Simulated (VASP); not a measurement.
Wanted: the native input for a VASP 6.6.1 run.

```yaml
Task: single point
Functional: PBEsol
Potentials_or_basis: VASP PAW PBE potentials, release 64 (Ba_sv, Te)
Cutoff: 520 eV
k_mesh: 8 × 8 × 8
Occupations: gaussian, width 0.05 eV
Spin: no spin polarisation
Dipole_correction: no
Further_INCAR_settings: ALGO = Normal; EDIFF = 1e-06; NBANDS = 15
```

The structure of BaTe lies in POSCAR:

```
BaTe
1.0
    0.0000000000      3.2978275349      3.2978275349
    3.2978275349      0.0000000000      3.2978275349
    3.2978275349      3.2978275349      0.0000000000
Ba Te
1 1
Direct
    0.0000000000      0.0000000000      0.0000000000
    0.5000000000      0.5000000000      0.5000000000
```

The cell isn't the ideal one: strain -0.050 along x and y, -0.050 along z, atoms carried along.

The input as run:

INCAR

```
ALGO = Normal
EDIFF = 1E-6
ENCUT = 520
GGA = PS
ISIF = 2
ISMEAR = 0
LASPH = True
LCHARG = False
LREAL = False
LWAVE = False
NBANDS = 15
NELM = 100
PREC = Accurate
SIGMA = 0.05
```

KPOINTS

```
k-points
0
Gamma
  8 8 8
```

Potentials or basis: VASP PAW PBE potentials, release 64 (Ba_sv, Te).

Launch:

```bash
$ cat potpaw_PBE.64/Ba_sv/POTCAR potpaw_PBE.64/Te/POTCAR > POTCAR
$ mpirun -np 1 vasp_std > vasp.out
```

Results of the run:

```yaml
Pressure: 7.5 GPa
Band_gap_on_the_k_mesh: 0.94 eV, indirect (least direct gap 1.29 eV)
```

Caveat: the PAW data sets were made with another functional, which shifts forces and pressure a little; spin-orbit coupling is left out, which moves the levels of the heavy elements.

Run time: 27 s on 1 thread of Intel(R) Xeon(R) Platinum 8488C (Sapphire Rapids), on a shared host, peak memory 0.22 GiB.
